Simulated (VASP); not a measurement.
A run of VASP 6.6.1 is set up as follows.

The input INCAR:

```
  PREC = Accurate
  ENCUT = 900
  EDIFF = 1E-8
  ISMEAR = -1
  SIGMA = 0.05
  LREAL = F
  LASPH = T
  NELM = 100
  ALGO = Normal
  ISIF = 2
  LWAVE = F
  LCHARG = F
  METAGGA = R2SCAN
  LMIXTAU = T
  ADDGRID = F
```

The input KPOINTS:

```
Automatic mesh
0
Gamma
  15 15 15
```

File POSCAR:

```
Rb
1.0
    0.0000000000      3.6398846700      3.6398846700
    3.6398846700      0.0000000000      3.6398846700
    3.6398846700      3.6398846700      0.0000000000
Rb
1
Direct
    0.0000000000      0.0000000000      0.0000000000
```

Potentials or basis: VASP PAW PBE potentials, release 64 (Rb_sv).

The run is started by

```sh
$ cat potpaw_PBE.64/Rb_sv/POTCAR > POTCAR
$ mpirun -np 1 vasp_std > vasp.out
```

**Question.** What does it give for the band gap on the k mesh?

**Answer.** None (metal or under the smearing width).

**Question.** Estimate the pressure.

**Answer.** 0.0 GPa.

Caveat: the PAW data sets were made with another functional, which shifts forces and pressure a little.
